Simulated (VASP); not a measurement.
Crystal: BaF2 (Frankdicksonite).

```xyz
3
Lattice="0.0000 3.1000 3.1000 3.1000 0.0000 3.1000 3.1000 3.1000 0.0000" Properties=species:S:1:pos:R:3 pbc="T T T"
Ba    0.0000    0.0000    0.0000
F     1.5500    1.5500    1.5500
F     4.6501    4.6501    4.6501
```

| Item | Value |
| --- | --- |
| Program | VASP 6.6.1 |
| Task | relaxation of cell and atoms |
| Functional | PBE |
| Potentials or basis | VASP PAW PBE potentials, release 64 (Ba_sv, F) |
| Cutoff | 600 eV |
| k mesh | 8 × 8 × 8 |
| Occupations | gaussian, width 0.03 eV |
| Spin | no spin polarisation |

At the start: pressure 2.3 GPa; volume 19.86 Å³/atom.

Problem. Where does the relaxation end?

Solution. Over 3 steps the energy falls by 5.4 meV/atom and the volume is 20.65 Å³/atom (+4.0 %); space group Fm-3m (No. 225, to 0.05 Å).

Step by step:
| step | energy change (eV) | largest force (eV/Å) | pressure (GPa) | volume (Å³) |
| --- | --- | --- | --- | --- |
| 1 | 0.0000 | 0.0000 | 2.30 | 59.58 |
| 2 | -0.0162 | 0.0000 | -0.10 | 62.07 |
| 3 | -0.0162 | 0.0000 | 0.00 | 61.95 |

Final structure:
```
CELL_PARAMETERS angstrom
0.00000 3.14062 3.14062
3.14062 0.00000 3.14062
3.14062 3.14062 0.00000
ATOMIC_POSITIONS crystal
Ba 0.00000 0.00000 0.00000
F 0.25000 0.25000 0.25000
F 0.75000 0.75000 0.75000
```
